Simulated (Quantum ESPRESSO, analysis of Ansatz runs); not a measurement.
# A hop of F in MgF2 (P4_2/mnm), charge 0 (Quantum ESPRESSO), part 2 of 3

Aim: the barrier of one jump in MgF2 (P4_2/mnm) at charge 0: V_F hop (2.6 Å). The model is a cell of 72 host atoms with 1 F taken out; F is the atom that moves.

Quantum ESPRESSO 7.5; Quantum ESPRESSO plane-wave DFT, PBEsol, GBRV 1.5 PBEsol potentials; nudged elastic band between two relaxed defect structures.

So far: The starting structure; Relaxation of the start point, charge 0.

## Step 3: Relaxation of the end point, charge 0

Level of this step: Quantum ESPRESSO plane-wave DFT, PBEsol, GBRV 1.5 PBEsol potentials; relaxation of all atoms of a defect supercell (Quantum ESPRESSO).

The end point is relaxed in the same cell and settings, so that the two energies compare. Atoms more than 3.2 Å from the middle of the hop start where the first relaxation left them, the nearer ones on or close to their ideal places, with small random displacements.

File pw.in:

```
&CONTROL
  calculation = 'relax'
  prefix = 'pwscf'
  outdir = './tmp'
  pseudo_dir = './pseudo'
  tprnfor = .true.
  disk_io = 'low'
  nstep = 70
  forc_conv_thr = 0.0012
  etot_conv_thr = 0.0001
/
&SYSTEM
  ibrav = 0
  nat = 71
  ntyp = 2
  ecutwfc = 36
  ecutrho = 288
  nbnd = 289
  occupations = 'fixed'
  nspin = 2
  starting_magnetization(1) = 0.05
  starting_magnetization(2) = 0.0714
  tot_magnetization = 1
  nosym = .true.
/
&ELECTRONS
  conv_thr = 7d-08
  electron_maxstep = 100
  mixing_beta = 0.3
/
&IONS
  ion_dynamics = 'bfgs'
/
ATOMIC_SPECIES
Mg    24.3050 mg_pbesol_v1.4.uspp.F.UPF
F     18.9984 f_pbesol_v1.4.uspp.F.UPF
CELL_PARAMETERS angstrom
   9.1949209707    0.0000000000    0.0000000000
   0.0000000000    9.1949209707    0.0000000000
   0.0000000000    0.0000000000    9.1306547926
ATOMIC_POSITIONS crystal
Mg     0.2495081201    0.2497260538    0.1663923442
Mg    -0.0000175444   -0.0001806181   -0.0000458894
[... 4 atom lines left out ...]
Mg     0.2486128694    0.2503362393    0.5003172842
[... 1 atom line left out ...]
F      0.3484769577    0.3485334495    0.3322402528
[... 5 atom lines left out ...]
F      0.3478523217    0.3493752142    0.6667833743
[... 9 atom lines left out ...]
Mg     0.2506266517    0.7494923883    0.5011350148
[... 16 atom lines left out ...]
Mg     0.7503174426    0.2498978026    0.5007270537
[... 4 atom lines left out ...]
F      0.4005725709    0.5990544427    0.4996360725
[... 5 atom lines left out ...]
F      0.5989046636    0.4008224861    0.8327086447
[... 6 atom lines left out ...]
Mg     0.7492875894    0.7499086046    0.4989823537
Mg     0.4990534702    0.5005207158    0.3332070859
[... 2 atom lines left out ...]
F      0.6510886133    0.6524589135    0.3335397921
[... 2 atom lines left out ...]
Mg     0.5004279767    0.5009613604    0.6663901393
[... 2 atom lines left out ...]
F      0.6515594963    0.6504007561    0.6664232231
F      0.5987238128    0.9017189714    0.8335268709
K_POINTS gamma
```

Started as:

```
$ OMP_NUM_THREADS=1 mpirun -n 4 pw.x -in pw.in > pw.out
```

The log of the run:

```text
[shortened: banners, details of potentials and solvers, and blank lines are left out]
[banner, memory and clock lines left out]
     gamma-point specific algorithms are used
     Message from routine setup:
     the system is metallic, specify occupations
     one sub-group per band group will be used
     bravais-lattice index     =            0
     lattice parameter (alat)  =      17.3759  a.u.
     unit-cell volume          =    5209.4818 (a.u.)^3
     number of atoms/cell      =           71
     number of atomic types    =            2
     number of electrons       =       569.00 (up: 285.00, down: 284.00)
     number of Kohn-Sham states=          289
     kinetic-energy cutoff     =      36.0000  Ry
     charge density cutoff     =     288.0000  Ry
     scf convergence threshold =      7.0E-08
     mixing beta               =       0.3000
     number of iterations used =            8  plain     mixing
     energy convergence thresh.=      1.0E-04
     force convergence thresh. =      1.2E-03
     Exchange-correlation= SLA  PW   PSX  PSC
                           (   1   4  10   8   0   0   0)
     nstep                     =           70
     crystal axes: (cart. coord. in units of alat)
               a(1) = (   1.000000   0.000000   0.000000 )
               a(2) = (   0.000000   1.000000   0.000000 )
               a(3) = (   0.000000   0.000000   0.993011 )
     PseudoPot. # 1 for Mg read from file:
     mg_pbesol_v1.4.uspp.F.UPF
     Pseudo is Ultrasoft, Zval = 10.0
[...]
PseudoPot. # 2 for F  read from file:
     f_pbesol_v1.4.uspp.F.UPF
     Pseudo is Ultrasoft, Zval =  7.0
     atomic species   valence    mass     pseudopotential
     Mg               10.00    24.30500     Mg( 1.00)
     F                 7.00    18.99840     F ( 1.00)
     Starting magnetic structure
     atomic species   magnetization
     Mg              0.050
     F               0.071
     No symmetry found
     site n.     atom                  positions (alat units)
         1        Mg     tau(   1) = (   0.2495081   0.2497261   0.1652294  )
         2        Mg     tau(   2) = (  -0.0000175  -0.0001806  -0.0000456  )
[...]
number of k points=     1
                       cart. coord. in units 2pi/alat
        k(    1) = (   0.0000000   0.0000000   0.0000000), wk =   1.0000000
     Dense  grid:   214989 G-vectors     FFT dimensions: (  96,  96,  96)
     Smooth grid:    75957 G-vectors     FFT dimensions: (  72,  72,  72)
     Generating pointlists ...
     new r_m :   0.0876 (alat units)  1.5225 (a.u.) for type    1
     new r_m :   0.0876 (alat units)  1.5225 (a.u.) for type    2
     starting charge     561.7945, renormalised to     569.0000
     Self-consistent Calculation
     iteration #  1     ecut=    36.00 Ry     beta= 0.30
     total energy              =   -5293.03678974 Ry
     estimated scf accuracy    <       5.18910740 Ry
     total magnetization       =     1.00 Bohr mag/cell
[...]
iteration # 12     ecut=    36.00 Ry     beta= 0.30
[...]
k = 0.0000 0.0000 0.0000 (  9503 PWs)   bands (ev):
   -68.4620 -68.4095 -68.4032 -68.2250 -68.2151 -68.2041 -68.2003 -68.1970
   -68.1945 -68.1934 -68.1909 -68.1907 -68.1871 -68.1830 -68.1761 -68.1761
[...]
k = 0.0000 0.0000 0.0000 (  9503 PWs)   bands (ev):
   -68.4413 -68.3873 -68.3808 -68.2249 -68.2147 -68.2039 -68.2001 -68.1966
   -68.1943 -68.1928 -68.1907 -68.1901 -68.1867 -68.1826 -68.1759 -68.1751
[...]
highest occupied, lowest unoccupied level (ev):     7.1857    8.5136
!    total energy              =   -5293.61536963 Ry
     estimated scf accuracy    <          1.3E-09 Ry
[...]
total magnetization       =     1.00 Bohr mag/cell
     absolute magnetization    =     1.02 Bohr mag/cell
     convergence has been achieved in  12 iterations
     Forces acting on atoms (cartesian axes, Ry/au):
     atom    1 type  1   force =     0.00077210   -0.00059688   -0.00057079
     atom    2 type  1   force =     0.00033847   -0.00013394    0.00031253
[...]
Total force =     0.032543     Total SCF correction =     0.000119
[...]
number of scf cycles    =   1
     number of bfgs steps    =   0
     energy             new  =   -5293.6153696250 Ry
     new trust radius        =       0.0134295195 bohr
[...]
ATOMIC_POSITIONS (crystal)
Mg               0.2495525550        0.2496917030        0.1663592632
Mg               0.0000019348       -0.0001883264       -0.0000277766
[...]
Self-consistent Calculation
[...]
k = 0.0000 0.0000 0.0000 (  9503 PWs)   bands (ev):
[...]
k = 0.0000 0.0000 0.0000 (  9503 PWs)   bands (ev):
[...]
highest occupied, lowest unoccupied level (ev):     7.2461    8.5478
!    total energy              =   -5293.61685431 Ry
[...]
convergence has been achieved in   6 iterations
     Forces acting on atoms (cartesian axes, Ry/au):
[...]
Total force =     0.013647     Total SCF correction =     0.000163
[...]
number of scf cycles    =   3
     number of bfgs steps    =   2
     energy             old  =   -5293.6162604385 Ry
     energy             new  =   -5293.6168543087 Ry
     CASE: energy            _new < energy            _old
     new trust radius        =       0.0221587072 bohr
[...]
ATOMIC_POSITIONS (crystal)
[...]
Self-consistent Calculation
[...]
k = 0.0000 0.0000 0.0000 (  9503 PWs)   bands (ev):
[...]
k = 0.0000 0.0000 0.0000 (  9503 PWs)   bands (ev):
[...]
highest occupied, lowest unoccupied level (ev):     7.2854    8.5687
!    total energy              =   -5293.61727440 Ry
[...]
convergence has been achieved in   6 iterations
     Forces acting on atoms (cartesian axes, Ry/au):
[...]
Total force =     0.006194     Total SCF correction =     0.000077
[...]
number of scf cycles    =   5
     number of bfgs steps    =   4
     energy             old  =   -5293.6172190652 Ry
     energy             new  =   -5293.6172743959 Ry
     CASE: energy            _new < energy            _old
     new trust radius        =       0.0074012414 bohr
[...]
ATOMIC_POSITIONS (crystal)
[...]
Self-consistent Calculation
[...]
Magnetic moment per site  (integrated on atomic sphere of radius R)
     atom   1 (R=0.088)  charge=  8.0443  magn=  0.0005
     atom   2 (R=0.088)  charge=  8.0441  magn=  0.0002
[...]
End of self-consistent calculation
 ------ SPIN UP ------------
          k = 0.0000 0.0000 0.0000 (  9503 PWs)   bands (ev):
   -68.3831 -68.3443 -68.3429 -68.2415 -68.1984 -68.1947 -68.1938 -68.1911
   -68.1909 -68.1901 -68.1896 -68.1889 -68.1888 -68.1883 -68.1880 -68.1876
[...]
11.4140
 ------ SPIN DOWN ----------
          k = 0.0000 0.0000 0.0000 (  9503 PWs)   bands (ev):
   -68.3619 -68.3231 -68.3218 -68.2404 -68.1979 -68.1942 -68.1933 -68.1907
   -68.1905 -68.1899 -68.1894 -68.1885 -68.1883 -68.1878 -68.1874 -68.1870
[...]
11.6596
     highest occupied, lowest unoccupied level (ev):     7.2806    8.5652
!    total energy              =   -5293.61740505 Ry
[...]
The total energy is the sum of the following terms:
     one-electron contribution =   -3375.08949086 Ry
     hartree contribution      =    1872.74951032 Ry
     xc contribution           =    -838.31328270 Ry
     ewald contribution        =   -2952.96414181 Ry
[...]
convergence has been achieved in   7 iterations
     Forces acting on atoms (cartesian axes, Ry/au):
     atom    1 type  1   force =     0.00036453   -0.00008438   -0.00009955
     atom    2 type  1   force =    -0.00015660    0.00015895    0.00026678
[...]
Total force =     0.004562     Total SCF correction =     0.000050
     Energy error            =      6.7E-05 Ry
     Gradient error          =      1.2E-03 Ry/Bohr
     bfgs converged in   7 scf cycles and   6 bfgs steps
     (criteria: energy <  1.0E-04 Ry, force <  1.2E-03 Ry/Bohr)
     End of BFGS Geometry Optimization
     Final energy             =   -5293.6174050547 Ry
Begin final coordinates
ATOMIC_POSITIONS (crystal)
Mg               0.2495579200        0.2496771823        0.1664439087
Mg               0.0001391817       -0.0002749020       -0.0000873855
[...]
End final coordinates
```

The job ended after 5.8 min (4 MPI ranks of Arm Neoverse V1, shared host; peak memory 1.5 GiB).

Step by step:

```tsv
step	energy less that of the first step (eV)
0	0.0000
1	-0.0121
2	-0.0202
3	-0.0252
4	-0.0259
5	-0.0268
6	-0.0277
```

The atoms that moved most (Å):

```tsv
atom	dx	dy	dz	length
F47	0.028	-0.027	0.003	0.039
Mg67	-0.010	-0.006	0.020	0.023
F33	0.007	0.001	-0.020	0.021
Mg61	0.007	-0.006	-0.016	0.018
F63	0.016	0.002	-0.006	0.017
F32	-0.012	-0.002	0.012	0.017
F53	-0.005	0.004	0.014	0.016
F10	0.001	-0.013	0.000	0.013
```

Neighbours of F47 at the end:

```tsv
atom	distance (Å)
Mg67	1.980
Mg61	1.983
Mg25	1.996
F15	2.782
F64	2.783
F9	2.785
F70	2.786
F28	2.814
F32	2.814
F27	2.815
F34	2.816
```

Numbers from this step:

```
total moment                                                                                      : 1.000 μB
integral of the absolute spin density                                                             : 1.016 μB
highest filled level                                                                              : 7.281 eV
lowest empty level                                                                                : 8.565 eV
r.m.s. move of the farther half of the atoms                                                      : 0.002305 Å
largest move from the ideal geometry of this structure, a common shift of the far atoms taken out : 0.03062 Å
```

The relaxation gained 0.028 eV and ended with a largest force component of 0.030 eV/Å. The end lies within 1 meV of the start.

(Part 2 of 3 ends here.)

[Logs are printed without paths, hosts, clocks, repeated set-up lines and the standing remarks that a program may print on its own settings, such as how far it seeks lower states.]

[Hosts, paths, dates, database ids (printed as entryN), source tags and the programs' standing remarks are cut or masked in the printed files.]
